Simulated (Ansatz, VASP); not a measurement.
Pt in VASP and in Ansatz

INCAR

```
SYSTEM = Pt
ALGO = Fast
EDIFF = 1E-6
ENCUT = 520
GGA = PE
ISIF = 2
ISMEAR = 0
LASPH = .True.
LCHARG = .False.
LREAL = .False.
LWAVE = .False.
NBANDS = 11
NELM = 80
PREC = Accurate
SIGMA = 0.15
```

Contents of KPOINTS:

```
k-points
0
Gamma
  26 26 26
  0 0 0
```

POSCAR

```
Pt
1.0
    0.0000000000      1.8858023017      2.0346814308
    1.8858023017      0.0000000000      2.0346814308
    1.8858023017      1.8858023017      0.0000000000
Pt
1
Direct
    0.0000000000      0.0000000000      0.0000000000
```

Input for Ansatz:

```yaml
crystal:
  lattice:
    - [0.0, 1.8858023017, 2.0346814308]
    - [1.8858023017, 0.0, 2.0346814308]
    - [1.8858023017, 1.8858023017, 0.0]
  atoms:
    - { symbol: Pt, position: [0.0, 0.0, 0.0] }
basis:
  ecutwfc: 420
kpoints:
  mp_grid: { grid: [26, 26, 26] }
hamiltonian:
  xc: pbe
scf:
  occupations: { method: gaussian, width: 0.15 }
output:
  forces: true
  stress: true
  eigenvalues: true
```

Change from the starting cell: strain -0.050 along x and y, +0.025 along z, atoms carried along.

Alike in both runs: task single point; functional PBE; k mesh 26 × 26 × 26; occupations gaussian, width 0.15 eV; no spin polarisation.

```csv
,VASP,Ansatz
version,VASP 6.6.1,Ansatz 0.2.0
potentials or method,"VASP PAW PBE potentials, release 64 (Pt)","scalar-relativistic, plane waves, PAW"
plane-wave cutoff (eV),520,420
valence electrons in the cell,10,18
```

VASP gave:

| Property | Result |
| --- | --- |
| gap on the k mesh at the Fermi level (eV) | none |
| pressure (GPa) | 24.2 |
| largest component of the traceless stress (GPa) | 7.75 |

Task: Estimate Ansatz's values.

Result: gap on the k mesh at the Fermi level (eV): none; pressure (GPa): 24.8; largest component of the traceless stress (GPa): 7.81.

A gap of «none» marks a metal or a gap that the smearing closes. The two sets of potentials don't hold the same shells in valence.

Caveats: so large a pressure means that the cell lies far from this level's equilibrium, or that cutoff or potentials fall short (VASP). The runs have no spin-orbit coupling, so splittings on Pt are missing.
